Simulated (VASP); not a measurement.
# MoS2 in VASP: further runs

The runs below take MoS2 through relaxation of cell and atoms, with r2SCAN+rVV10, PBE+D3(BJ).

Program: VASP 6.6.1. These are calculated values, not measurements. Logs are shortened: lines on timing, memory, paths and dates and some standing lists are left out, and cuts for length are marked.

## 1. The structure

The cell holds a slab with vacuum, 3 atoms: a = 3.174 Å, b = 3.174 Å, c = 21.130 Å, α = 90.00°, β = 90.00°, γ = 120.00°.

## 2. Relaxation of cell and atoms, r2SCAN+rVV10

The input, INCAR:

```
SYSTEM = MoS2
ALGO     = Normal         ! electronic algorithm
BPARAM   = 11.95        
CPARAM   = 0.0093       
EDIFF    = 1E-7           ! SCF threshold, eV
EDIFFG   = -0.005         ! ionic threshold
ENCUT    = 600            ! plane-wave cutoff, eV
IBRION   = 2              ! ionic algorithm
ISIF     = 3              ! what is computed and relaxed
ISMEAR   = 0              ! smearing method
IVDW_NL  = 2            
KPAR     = 2            
LASPH    = .TRUE.         ! aspherical terms in the spheres
LATTICE_CONSTRAINTS= .TRUE. .TRUE. .FALSE.
LCHARG   = .FALSE.        ! write CHGCAR
LMIXTAU  = .TRUE.       
LREAL    = .FALSE.        ! projectors in reciprocal space
LUSE_VDW = .TRUE.       
LWAVE    = .FALSE.        ! write WAVECAR
METAGGA  = R2SCAN         ! meta-GGA
NELM     = 120            ! most SCF steps
NSW      = 90             ! ionic steps
PREC     = Accurate       ! precision mode
SIGMA    = 0.03           ! smearing width, eV
```

The input, KPOINTS:

```
k-points
0
G
  12 12 1
  0 0 0
```

The input, POSCAR:

```
MoS2                                    
1.0
    3.1742549491      0.0000000000      0.0000000000
   -1.5871274745      2.7489854194      0.0000000000
    0.0000000000      0.0000000000     21.1302960000
  S               Mo            
     2     1
Direct
     0.3333333300000021    0.6666666699999979    0.4263861914399393
     0.3333333300000021    0.6666666699999979    0.5736138085600606
     0.6666666699999979    0.3333333300000021    0.5000000000000000
```

Potentials or basis: VASP PAW PBE potentials, release 64 (S, Mo_sv).

Launch:

```console
> cat potpaw_PBE.64/S/POTCAR potpaw_PBE.64/Mo_sv/POTCAR > POTCAR
> mpirun -np 2 vasp_std > vasp.out
```

OUTCAR:

```text
SYSTEM = MoS2
   BPARAM = 11.95
   EDIFF = 1E-7
   EDIFFG = -0.005
   ENCUT = 600
   IBRION = 2
   ISIF = 3
   ISMEAR = 0
   IVDW_NL = 2
   LASPH = .TRUE.
   LREAL = .FALSE.
   METAGGA = R2SCAN
   NELM = 120
   NSW = 90
   PREC = Accurate

 ion  position               nearest neighbor table
   1  0.333  0.667  0.426-   3 2.40   3 2.40   3 2.40
   2  0.333  0.667  0.574-   3 2.40   3 2.40   3 2.40
   3  0.667  0.333  0.500-   1 2.40   2 2.40   1 2.40   2 2.40   1 2.40   2 2.40

  LATTYP: Found a hexagonal cell.
 ALAT       =     3.1742549491
 C/A-ratio  =     6.6567734284

  Lattice vectors:

 A1 = (   3.1742549491,   0.0000000000,   0.0000000000)
 A2 = (  -1.5871274745,   2.7489854194,   0.0000000000)
 A3 = (   0.0000000000,   0.0000000000,  21.1302960000)

Analysis of symmetry for initial positions (statically):
=====================================================================
 Subroutine PRICEL returns:
 Original cell was already a primitive cell.

 Routine SETGRP: Setting up the symmetry group for a
 hexagonal supercell.

 Subroutine GETGRP returns: Found 12 space group operations
 (whereof 12 operations were pure point group operations)
 out of a pool of 24 trial point group operations.

The static configuration has the point symmetry D_3h.

Analysis of symmetry for dynamics (positions and initial velocities):
=====================================================================
 Subroutine PRICEL returns:
 Original cell was already a primitive cell.

 Routine SETGRP: Setting up the symmetry group for a
 hexagonal supercell.

 Subroutine GETGRP returns: Found 12 space group operations
 (whereof 12 operations were pure point group operations)
 out of a pool of 24 trial point group operations.

The dynamic configuration has the point symmetry D_3h.

 Subroutine INISYM returns: Found 12 space group operations
 (whereof 12 operations are pure point group operations),
 and found     1 'primitive' translations

----------------------------------------------------------------------------------------

                                     Primitive cell

  volume of cell :     184.3826

  direct lattice vectors                    reciprocal lattice vectors
     3.174254949  0.000000000  0.000000000     0.315034556  0.181885286  0.000000000
[... 82 lines left out ...]
   EDIFF  = 0.1E-06   stopping-criterion for ELM
   LREAL  =      F    real-space projection
   EDIFFG = -.5E-02   stopping-criterion for IOM
   NSW    =     90    number of steps for IOM
   IBRION =      2    ionic relax: 0-MD 1-quasi-New 2-CG
   NFREE  =      1    steps in history (QN), initial steepest desc. (CG)
   ISIF   =      3    stress and relaxation
   ISYM   =      2    0-nonsym 1-usesym 2-fastsym
   POTIM  = 0.5000    time-step for ionic-motion
   TEBEG  =    0.0;   TEEND  =   0.0 temperature during run
   PSTRESS=    0.0 pullay stress
   NELECT =      26.0000    total number of electrons
   NUPDOWN=      -1.0000    fix difference up-down
   EMIN   =  10.00;   EMAX   =-10.00  energy-range for DOS
   EFERMI =   0.00;   METHOD = LEGACY
   ISMEAR =     0;   SIGMA  =   0.03  broadening in eV -4-tet -1-fermi 0-gaus
   EFERMI_NEDOS =   21; number of points for ismear=-14 and -15
   IALGO  =     38    algorithm
   IMIX   =      4    mixing-type and parameters
     AMIX     =   0.40;   BMIX     =  1.00
     AMIX_MAG =   1.60;   BMIX_MAG =  1.00
  volume/ion in A,a.u.               =      61.46       414.76
  Fermi-wavevector in a.u.,A,eV,Ry     =   0.852104  1.610243  9.878938  0.726081
  Thomas-Fermi vector in A             =   1.968341
   LORBIT       =      0    0 simple, 1 ext, 2 COOP (PROOUT), +10 PAW based schemes
   METAGGA = R2SCAN    functional components
   LHFCALC =     F    Hartree Fock is set to
   AEXX    =    0.0000 exact exchange contribution
   IVDW_NL    =     2    kernel type
   BPARAM     =11.9500
   IVDW    =     0    specifies the selected vdW correction
   LEPSILON=     F    determine dielectric tensor
   LRPA    =     F    only Hartree local field effects (RPA)
 conjugate gradient relaxation of ions
 non-spin polarized calculation
 Gauss-broadening in eV      SIGMA  =   0.03
  energy-cutoff  :      600.00
  volume of cell :      184.38
 maximum number of plane-waves:      6189
 NGX is ok and might be reduce to    28
   NGX = 13   NGY = 13   NGZ = 85

 number of electron      26.0000000 magnetization

 Free energy of the ion-electron system (eV)
  ---------------------------------------------------
  ext. energy  EPLUGINS =         0.00000000
  ---------------------------------------------------
  free energy    TOTEN  =       -44.35056324 eV

  energy without entropy =      -44.35056324  energy(sigma->0) =      -44.35056324

 E-fermi :  -2.1848     XC(G=0):  -3.6740

 val. band max:       -2.4046206173   @ k =   0.0000   0.0000   0.0000
 cond. band min:      -0.6356664733   @ k =   0.3333   0.3333   0.0000
 fundamental gap:      1.7689541440
 Fermi energy:        -2.1847859838

 k-point     1 :       0.0000    0.0000    0.0000
  band No.  band energies     occupation
      1     -65.2118      2.00000
      2     -38.6324      2.00000
      3     -38.4109      2.00000
      4     -38.4109      2.00000
      5     -17.2315      2.00000
      6     -15.8307      2.00000
[... 357 lines left out ...]
      4     -38.5362      2.00000
      5     -14.9797      2.00000
      6     -14.9202      2.00000
[... 9 lines left out ...]
     16       1.3832      0.00000
     17       2.8336      0.00000

------------------------ aborting loop because EDIFF is reached ----------------------------------------

  FORCE on cell =-STRESS in cart. coord.  units (eV):
  Direction    XX          YY          ZZ          XY          YZ          ZX
  --------------------------------------------------------------------------------------
  -------------------------------------------------------------------------------------
  Total        0.0071787      0.0071787      0.0014252      0.0000000      0.0000000      0.0000000
  in kB        0.0623789      0.0623789      0.0123844      0.0000000      0.0000000      0.0000000
  external PRESSURE =       0.0457140 kB  Pullay stress =       0.0000000 kB

 VOLUME and BASIS-vectors are now :
 -----------------------------------------------------------------------------
  energy-cutoff  :      600.00
  volume of cell :      184.38
      direct lattice vectors                 reciprocal lattice vectors
     3.174254949  0.000000000  0.000000000     0.315034556  0.181885286  0.000000000
    -1.587127474  2.748985419  0.000000000     0.000000000  0.363770573  0.000000000
     0.000000000  0.000000000 21.130296000     0.000000000  0.000000000  0.047325414

 POSITION                                       TOTAL-FORCE (eV/Angst)
 -----------------------------------------------------------------------------------
     -0.00000      1.83266      9.00967         0.000000     -0.000000     -0.004611
     -0.00000      1.83266     12.12063         0.000000      0.000000      0.004611
      1.58713      0.91633     10.56515        -0.000000      0.000000      0.000000
 -----------------------------------------------------------------------------------
    total drift:                               -0.000013      0.000008      0.000000

  FREE ENERGIE OF THE ION-ELECTRON SYSTEM (eV)
  ---------------------------------------------------
  free  energy   TOTEN  =       -44.3505632387 eV

  energy  without entropy=      -44.3505632387  energy(sigma->0) =      -44.35056324

 reached required accuracy - stopping structural energy minimisation
```

CONTCAR:

```text
MoS2
   1.00000000000000
     3.1742549490999998    0.0000000000000000    0.0000000000000000
    -1.5871274744999999    2.7489854193999999    0.0000000000000000
     0.0000000000000000    0.0000000000000000   21.1302960000000013
  S               Mo
     2     1
Direct
     0.3333333300000021    0.6666666699999979    0.4263861914399385
     0.3333333300000021    0.6666666699999979    0.5736138085600615
     0.6666666699999979    0.3333333300000021    0.5000000000000000

  0.00000000E+00  0.00000000E+00  0.00000000E+00
  0.00000000E+00  0.00000000E+00  0.00000000E+00
  0.00000000E+00  0.00000000E+00  0.00000000E+00
```

Run time: 41 min. Hardware: 2 MPI ranks of Intel Xeon Platinum 8488C (Sapphire Rapids), shared host; peak memory 0.9 GiB.

What came out:

| Item | Value |
| --- | --- |
| Free energy | -44.3506 eV |
| Largest force after relaxing | 0.005 eV/Å |
| Band gap on the k mesh | 1.77 eV, indirect (least direct gap 1.81 eV) |

Forces in eV/Å, atoms in the order of the input:
```
S    0.000  0.000 -0.005
S    0.000  0.000  0.005
Mo   0.000  0.000  0.000
```

Final structure:
```
S Mo
1.0
     3.17425    0.00000    0.00000
    -1.58713    2.74899    0.00000
     0.00000    0.00000   21.13030
S Mo
2 1
Direct
  0.33333 0.66667 0.42639
  0.33333 0.66667 0.57361
  0.66667 0.33333 0.50000
```

Caveat: the relaxation stopped at its first step, so nothing moved; the PAW data sets were made with another functional, which shifts forces and pressure a little. r2SCAN opens gaps a little over a GGA but as a rule still falls short of measured ones.

## 3. Relaxation of cell and atoms, PBE+D3(BJ)

This run uses another cell than the first one, of 61.26 Å³/atom, 0.997 times its volume.

The input, INCAR:

```
  PREC = Accurate
  ENCUT = 600
  EDIFF = 1E-6
  ISMEAR = 0
  SIGMA = 0.03
  LREAL = F
  LASPH = T
  NELM = 80
  ALGO = Normal
  ISIF = 3
  LWAVE = F
  LCHARG = F
  GGA = PE
  IVDW = 12
  IBRION = 2
  NSW = 90
  EDIFFG = -0.01
  LATTICE_CONSTRAINTS = .TRUE. .TRUE. .FALSE.
  KPAR = 8
```

The input, KPOINTS:

```
regular mesh
0
Gamma
  12 12 1
```

The input, POSCAR:

```
MoS2
1.0
    3.1690000000      0.0000000000      0.0000000000
   -1.5845000000      2.7444345000      0.0000000000
    0.0000000000      0.0000000000     21.1302960000
S Mo
2 1
Direct
    0.3333333300      0.6666666700      0.4259287200
    0.3333333300      0.6666666700      0.5740712800
    0.6666666700      0.3333333300      0.5000000000
```

Potentials or basis: VASP PAW PBE potentials, release 64 (S, Mo_sv).

Launch:

```console
> cat potpaw_PBE.64/S/POTCAR potpaw_PBE.64/Mo_sv/POTCAR > POTCAR
> mpirun -np 8 vasp_std > vasp.out
```

OUTCAR:

```text
PREC = Accurate
   ENCUT = 600
   EDIFF = 1E-6
   ISMEAR = 0
   LREAL = F
   LASPH = T
   NELM = 80
   ISIF = 3
   GGA = PE
   IVDW = 12
   IBRION = 2
   NSW = 90
   EDIFFG = -0.01
 IVDW          = 12

 ion  position               nearest neighbor table
   1  0.333  0.667  0.426-   3 2.41   3 2.41   3 2.41
   2  0.333  0.667  0.574-   3 2.41   3 2.41   3 2.41
   3  0.667  0.333  0.500-   1 2.41   2 2.41   1 2.41   2 2.41   1 2.41   2 2.41

  LATTYP: Found a hexagonal cell.
 ALAT       =     3.1690000000
 C/A-ratio  =     6.6678119281

  Lattice vectors:

 A1 = (   3.1690000000,   0.0000000000,   0.0000000000)
 A2 = (  -1.5845000000,   2.7444345000,   0.0000000000)
 A3 = (   0.0000000000,   0.0000000000,  21.1302960000)

[... 168 lines left out ...]
  ext. energy  EPLUGINS =         0.00000000
  ---------------------------------------------------
  free energy    TOTEN  =       -21.85124619 eV

  energy without entropy =      -21.85124619  energy(sigma->0) =      -21.85124619

------------------------ aborting loop because EDIFF is reached ----------------------------------------

 Edisp (eV)   -0.94929

 E8    (eV) :    -0.4106
[... 155 lines left out ...]
--------------------------------------- Ionic step        5  -------------------------------------------

 number of electron      25.9999999 magnetization

 Free energy of the ion-electron system (eV)
  ---------------------------------------------------
  ext. energy  EPLUGINS =         0.00000000
  ---------------------------------------------------
  free energy    TOTEN  =       -21.84418357 eV

  energy without entropy =      -21.84418357  energy(sigma->0) =      -21.84418357

 E-fermi :  -1.9795     XC(G=0):  -3.6498

 val. band max:       -2.1498034520   @ k =   0.3333   0.3333   0.0000
 cond. band min:      -0.3664157600   @ k =   0.3333   0.3333   0.0000
 fundamental gap:      1.7833876920
 Fermi energy:        -1.9794952379

 k-point     1 :       0.0000    0.0000    0.0000
  band No.  band energies     occupation
      1     -62.9827      2.00000
      2     -37.1439      2.00000
      3     -36.9051      2.00000
      4     -36.9051      2.00000
      5     -16.3150      2.00000
      6     -15.0107      2.00000
[... 403 lines left out ...]
  FREE ENERGIE OF THE ION-ELECTRON SYSTEM (eV)
  ---------------------------------------------------
  free  energy   TOTEN  =       -22.8030584040 eV

  energy  without entropy=      -22.8030584040  energy(sigma->0) =      -22.80305840

 reached required accuracy - stopping structural energy minimisation
```

CONTCAR:

```text
MoS2
   1.00000000000000
     3.1531462914131638    0.0000000000000000    0.0000000000000000
    -1.5765731457065819    2.7307047856884714    0.0000000000000000
     0.0000000000000000    0.0000000000000000   21.1302960000000013
  S               Mo
     2     1
Direct
     0.3333333300000021    0.6666666699999979    0.4258408315213942
     0.3333333300000021    0.6666666699999979    0.5741591684786056
     0.6666666699999979    0.3333333300000021    0.5000000000000000

  0.00000000E+00  0.00000000E+00  0.00000000E+00
  0.00000000E+00  0.00000000E+00  0.00000000E+00
  0.00000000E+00  0.00000000E+00  0.00000000E+00
```

It took 4 min on 8 MPI ranks of Intel Xeon Platinum 8175M at 2.50GHz (Skylake/Cascade Lake), shared host; peak memory 0.43 GiB.

What came out:

| Item | Value |
| --- | --- |
| Free energy | -22.8031 eV |
| Relaxed volume | 60.65 Å³/atom |
| Relaxed cell | a = 3.153 Å, b = 3.153 Å, c = 21.130 Å, α = 90.00°, β = 90.00°, γ = 120.00° |
| Space group after relaxing (to 0.05 Å) | P-6m2 (No. 187) |
| Energy gained by relaxing | 0.8 meV/atom |
| Ionic steps | 5 |
| Band gap on the k mesh | 1.78 eV, direct |
| Dispersion energy per atom | -0.320 eV |

Step by step:
```csv
step,energy change (eV),largest force (eV/Å),pressure (GPa),volume (Å³)
1,0.0000,0.0641,-0.37,183.77
2,0.0000,0.1668,0.45,180.69
3,-0.0023,0.0502,0.03,182.22
4,-0.0025,0.0194,0.01,182.05
5,-0.0025,0.0010,-0.01,181.94
```

Final structure:
```cif
data_structure
_symmetry_space_group_name_H-M 'P 1'
_symmetry_Int_Tables_number 1
_cell_length_a 3.1531
_cell_length_b 3.1531
_cell_length_c 21.1303
_cell_angle_alpha 90.000
_cell_angle_beta 90.000
_cell_angle_gamma 120.000
_cell_volume 181.94
loop_
_atom_site_label
_atom_site_type_symbol
_atom_site_fract_x
_atom_site_fract_y
_atom_site_fract_z
_atom_site_occupancy
S1 S 0.33333 0.66667 0.42584 1
S2 S 0.33333 0.66667 0.57416 1
Mo1 Mo 0.66667 0.33333 0.50000 1
```
